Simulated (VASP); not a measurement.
# C (Fd-3m) in VASP: further runs, part 2 of 2

VASP 6.6.1. The steps go on from the part before.

### 3 Relaxation of cell and atoms, PBEsol

This run uses another cell than the first one, of 5.62 Å³/atom, 0.990 times its volume.

File INCAR:

```
SYSTEM = C
PREC     = Accurate       ! precision mode
ENCUT    = 600            ! plane-wave cutoff, eV
EDIFF    = 1E-7           ! SCF threshold, eV
ISMEAR   = 0              ! smearing method
SIGMA    = 0.03           ! smearing width, eV
LREAL    = .FALSE.        ! projectors in reciprocal space
LASPH    = .TRUE.         ! aspherical terms in the spheres
NELM     = 80             ! most SCF steps
ALGO     = Normal         ! electronic algorithm
ISIF     = 3              ! what is computed and relaxed
LWAVE    = .FALSE.        ! write WAVECAR
LCHARG   = .FALSE.        ! write CHGCAR
GGA      = PS             ! functional
IBRION   = 2              ! ionic algorithm
NSW      = 90             ! ionic steps
EDIFFG   = -0.005         ! ionic threshold
```

File KPOINTS:

```
regular mesh
0
G
  14 14 14
  0 0 0
```

File POSCAR:

```
C                                       
1.0
    0.0000000000      1.7774542777      1.7774542777
    1.7774542777     -0.0000000000      1.7774542777
    1.7774542777      1.7774542777      0.0000000000
  C             
     2
Direct
     0.0000000000000000    0.0000000000000000    0.0000000000000000
     0.2500000000000000    0.2500000000000000    0.2500000000000000
```

Potentials or basis: VASP PAW PBE potentials, release 64 (C).

On the command line:

```
> cat potpaw_PBE.64/C/POTCAR > POTCAR
> mpirun -np 1 vasp_std > vasp.out
```

Run time: 5.6 s. Hardware: 1 thread of AMD EPYC 9R45 (Zen 5), shared host; peak memory 0.09 GiB.

It converged, with:

```
Free energy             : -19.2543 eV
Pressure after relaxing : 0.0 GPa
Band gap on the k mesh  : 4.03 eV, indirect (least direct gap 5.57 eV)
```

Final structure:
```
CELL_PARAMETERS angstrom
0.00000 1.77745 1.77745
1.77745 0.00000 1.77745
1.77745 1.77745 0.00000
ATOMIC_POSITIONS crystal
C 0.00000 0.00000 0.00000
C 0.25000 0.25000 0.25000
```

Levels at points of the mesh, in eV from the valence-band top:
```tsv
k point	band 2	band 3	band 4	band 5	band 6	band 7
(0.00, 0.00, 0.00)	0.00	0.00	0.00	5.57	5.57	5.57
(0.50, 0.00, 0.00)	-13.58	-2.84	-2.84	8.43	8.43	8.97
(0.50, 0.50, 0.00)	-12.85	-6.40	-6.40	4.62	4.62	16.93
```

Caveat: the relaxation stopped at its first step, so nothing moved; the PAW data sets were made with another functional, which shifts forces and pressure a little. A k mesh can miss the band edges.

### 4 Relaxation of cell and atoms, PBEsol

File INCAR:

```
ALGO = Normal ; EDIFF = 1E-6
EDIFFG = -0.01 ; ENCUT = 600
GGA = PS ; IBRION = 2
ISIF = 3 ; ISMEAR = 0
KPAR = 4 ; LASPH = T
LCHARG = F ; LREAL = F
LWAVE = F ; NELM = 80
NSW = 90 ; PREC = Accurate
SIGMA = 0.03
```

File KPOINTS:

```
k-points
0
Gamma
  14 14 14
```

File POSCAR:

```
C
1.0
    0.0000000000      1.7833700000      1.7833700000
    1.7833700000      0.0000000000      1.7833700000
    1.7833700000      1.7833700000      0.0000000000
C
2
Direct
    0.0000000000      0.0000000000      0.0000000000
    0.2500000000      0.2500000000      0.2500000000
```

Potentials or basis: VASP PAW PBE potentials, release 64 (C).

On the command line:

```
> cat potpaw_PBE.64/C/POTCAR > POTCAR
> mpirun -np 4 vasp_std > vasp.out
```

OUTCAR:

```text
EDIFF = 1E-6
   EDIFFG = -0.01
   ENCUT = 600
   GGA = PS
   IBRION = 2
   ISIF = 3
   ISMEAR = 0
   LASPH = T
   LREAL = F
   NELM = 80
   NSW = 90
   PREC = Accurate

 ion  position               nearest neighbor table
   1  0.000  0.000  0.000-   2 1.54   2 1.54   2 1.54   2 1.54
   2  0.250  0.250  0.250-   1 1.54   1 1.54   1 1.54   1 1.54

  LATTYP: Found a face centered cubic cell.
 ALAT       =     3.5667400000

  Lattice vectors:

 A1 = (   0.0000000000,   1.7833700000,   1.7833700000)
 A2 = (   1.7833700000,   0.0000000000,   1.7833700000)
 A3 = (   1.7833700000,   1.7833700000,   0.0000000000)

Analysis of symmetry for initial positions (statically):
=====================================================================
 Subroutine PRICEL returns:
 Original cell was already a primitive cell.

 Routine SETGRP: Setting up the symmetry group for a
 face centered cubic supercell.

 Subroutine GETGRP returns: Found 48 space group operations
 (whereof 24 operations were pure point group operations)
 out of a pool of 48 trial point group operations.

The static configuration has the point symmetry T_d .
 The point group associated with its full space group is O_h .

Analysis of symmetry for dynamics (positions and initial velocities):
=====================================================================
 Subroutine PRICEL returns:
 Original cell was already a primitive cell.

 Routine SETGRP: Setting up the symmetry group for a
[... 147 lines left out ...]

 number of electron       7.9999999 magnetization

 Free energy of the ion-electron system (eV)
  ---------------------------------------------------
  ext. energy  EPLUGINS =         0.00000000
  ---------------------------------------------------
  free energy    TOTEN  =       -19.25323573 eV

  energy without entropy =      -19.25323573  energy(sigma->0) =      -19.25323573

 E-fermi :   9.8757     XC(G=0): -13.4328

 val. band max:        9.7081039549   @ k =   0.0000   0.0000   0.0000
 cond. band min:      13.7143554445   @ k =   0.3571   0.3571   0.0000
 fundamental gap:      4.0062514896
 Fermi energy:         9.8757204968

 k-point     1 :       0.0000    0.0000    0.0000
  band No.  band energies     occupation
      1     -11.8132      2.00000
      2       9.7081      2.00000
      3       9.7081      2.00000
      4       9.7081      2.00000
      5      15.2475      0.00000
      6      15.2475      0.00000
      7      15.2475      0.00000
      8      23.0763      0.00000
[... 324 lines left out ...]
--------------------------------------- Ionic step        3  -------------------------------------------

 number of electron       7.9999999 magnetization

 Free energy of the ion-electron system (eV)
  ---------------------------------------------------
  ext. energy  EPLUGINS =         0.00000000
  ---------------------------------------------------
  free energy    TOTEN  =       -19.25479916 eV

  energy without entropy =      -19.25479916  energy(sigma->0) =      -19.25479916

 E-fermi :  10.0479     XC(G=0): -13.4820

 val. band max:        9.8526693231   @ k =   0.0000   0.0000   0.0000
 cond. band min:      13.8814781583   @ k =   0.3571   0.3571   0.0000
 fundamental gap:      4.0288088353
 Fermi energy:        10.0479333582

 k-point     1 :       0.0000    0.0000    0.0000
  band No.  band energies     occupation
      1     -11.8030      2.00000
      2       9.8527      2.00000
      3       9.8527      2.00000
      4       9.8527      2.00000
      5      15.4195      0.00000
      6      15.4195      0.00000
      7      15.4195      0.00000
      8      23.4486      0.00000
[... 282 lines left out ...]
  FREE ENERGIE OF THE ION-ELECTRON SYSTEM (eV)
  ---------------------------------------------------
  free  energy   TOTEN  =       -19.2547991610 eV

  energy  without entropy=      -19.2547991610  energy(sigma->0) =      -19.25479916

 reached required accuracy - stopping structural energy minimisation
```

Run time: 6.7 s. Hardware: 4 MPI ranks of Intel Xeon Platinum 8488C (Sapphire Rapids), shared host; peak memory 0.11 GiB.

What came out:

| Property | Result |
| --- | --- |
| Free energy | -19.2548 eV |
| Relaxed volume | 5.62 Å³/atom |
| Relaxed cell | a = 2.514 Å, b = 2.514 Å, c = 2.514 Å, α = 60.00°, β = 60.00°, γ = 60.00° |
| Space group after relaxing (to 0.05 Å) | Fd-3m (No. 227) |
| Energy gained by relaxing | 0.8 meV/atom |
| Ionic steps | 3 |
| Pressure after relaxing | 0.0 GPa |
| Band gap on the k mesh | 4.03 eV, indirect (least direct gap 5.57 eV) |

Step by step:
| step | energy change (eV) | largest force (eV/Å) | pressure (GPa) | volume (Å³) |
| --- | --- | --- | --- | --- |
| 1 | 0.0000 | 0.0000 | -4.41 | 11.34 |
| 2 | 0.0010 | 0.0000 | 5.83 | 11.09 |
| 3 | -0.0016 | 0.0000 | -0.01 | 11.23 |

Final structure:
```
C
1.0
     0.00000    1.77745    1.77745
     1.77745    0.00000    1.77745
     1.77745    1.77745    0.00000
C
2
Cartesian
  0.0000 0.0000 0.0000
  0.8887 0.8887 0.8887
```

Levels at points of the mesh, in eV from the valence-band top:
| k point | band 1 | band 2 | band 3 | band 4 | band 5 | band 6 | band 7 | band 8 |
| --- | --- | --- | --- | --- | --- | --- | --- | --- |
| (0.00, 0.00, 0.00) | -21.66 | 0.00 | 0.00 | 0.00 | 5.57 | 5.57 | 5.57 | 13.60 |
| (0.50, 0.00, 0.00) | -15.77 | -13.58 | -2.84 | -2.84 | 8.43 | 8.43 | 8.97 | 15.58 |
| (0.50, 0.50, 0.00) | -12.85 | -12.85 | -6.40 | -6.40 | 4.62 | 4.62 | 16.93 | 16.93 |

Caveat: the PAW data sets were made with another functional, which shifts forces and pressure a little.

### 5 Relaxation of cell and atoms, PBEsol

This run uses another cell than the first one, of 5.62 Å³/atom, 0.990 times its volume.

INCAR: that of step 4 with these lines changed.

```diff
@@ -1,3 +1,3 @@
-ALGO = Normal ; EDIFF = 1E-6
-EDIFFG = -0.01 ; ENCUT = 600
+ALGO = Normal ; EDIFF = 1E-7
+EDIFFG = -0.005 ; ENCUT = 600
 GGA = PS ; IBRION = 2
```

KPOINTS is that of step 4.

File POSCAR:

```
C                                       
1.0
    0.0000000000      1.7774542777      1.7774542777
    1.7774542777     -0.0000000000      1.7774542777
    1.7774542777      1.7774542777      0.0000000000
  C             
     2
Direct
     0.0000000000000000    0.0000000000000000    0.0000000000000000
     0.2500000000000000    0.2500000000000000    0.2500000000000000
```

On the command line:

```
> cat potpaw_PBE.64/C/POTCAR > POTCAR
> mpirun -np 4 vasp_std > vasp.out
```

Run time: 2.8 s. Hardware: 4 MPI ranks of Intel Xeon Platinum 8488C (Sapphire Rapids), shared host; peak memory 0.11 GiB.

Results (log left out):

- Free energy: -19.2543 eV
- Pressure after relaxing: 0.0 GPa
- Band gap on the k mesh: 4.03 eV, indirect (least direct gap 5.57 eV)

Final structure:
```
C
1.0
     0.00000    1.77745    1.77745
     1.77745    0.00000    1.77745
     1.77745    1.77745    0.00000
C
2
Direct
  0.00000 0.00000 0.00000
  0.25000 0.25000 0.25000
```

Levels at points of the mesh, in eV from the valence-band top:
```
           k point  band 1  band 2  band 3  band 4  band 5  band 6  band 7  band 8
(0.00, 0.00, 0.00)  -21.66    0.00    0.00    0.00    5.57    5.57    5.57   13.60
(0.50, 0.00, 0.00)  -15.77  -13.58   -2.84   -2.84    8.43    8.43    8.97   15.58
(0.50, 0.50, 0.00)  -12.85  -12.85   -6.40   -6.40    4.62    4.62   16.93   16.93
```

Caveat: the relaxation stopped at its first step, so nothing moved; the PAW data sets were made with another functional, which shifts forces and pressure a little.
